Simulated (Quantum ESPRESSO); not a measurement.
Crystal: P.

```
P
1.0
     1.72573    0.99635    3.12968
    -1.72573    0.99635    3.12968
     0.00000   -1.99270    3.12968
P
2
Direct
  0.77292 0.77292 0.77292
  0.22708 0.22708 0.22708
```

This isn't the form of P at room conditions, which is orthorhombic.

```yaml
Program: Quantum ESPRESSO 7.5
Task: single point
Functional: PBE
Potentials_or_basis: SSSP 1.3 efficiency PBE
Cutoff: 748 eV
Density_cutoff: 5987 eV
k_mesh: 9 × 9 × 9
Occupations: fermi-dirac, width 0.05 eV
Spin: no spin polarisation
```

On this cell: pressure 1.9 GPa; largest force 0.247 eV/Å; band gap on the k mesh none (metal or under the smearing width).

The same run follows on a disturbed copy (atoms moved at random, drawn with an rms of 0.05 Å):

```
P
1.0
     1.72573    0.99635    3.12968
    -1.72573    0.99635    3.12968
     0.00000   -1.99270    3.12968
P
2
Direct
  0.76363 0.77121 0.76339
  0.22196 0.22899 0.22684
```

Question: What does the disturbed cell give?

Answer: The energy (extrapolated to zero smearing) moves by -0.5 meV/atom; pressure 0.1 GPa; largest force 0.211 eV/Å; band gap on the k mesh none (metal or under the smearing width).

Forces on the atoms (eV/Å):
```
P    0.004 -0.043  0.206
P   -0.004  0.043 -0.206
```

Stress tensor (GPa, compression positive):
```
 0.93 -0.01 -0.01
-0.01  0.84  0.17
-0.01  0.17 -1.44
```
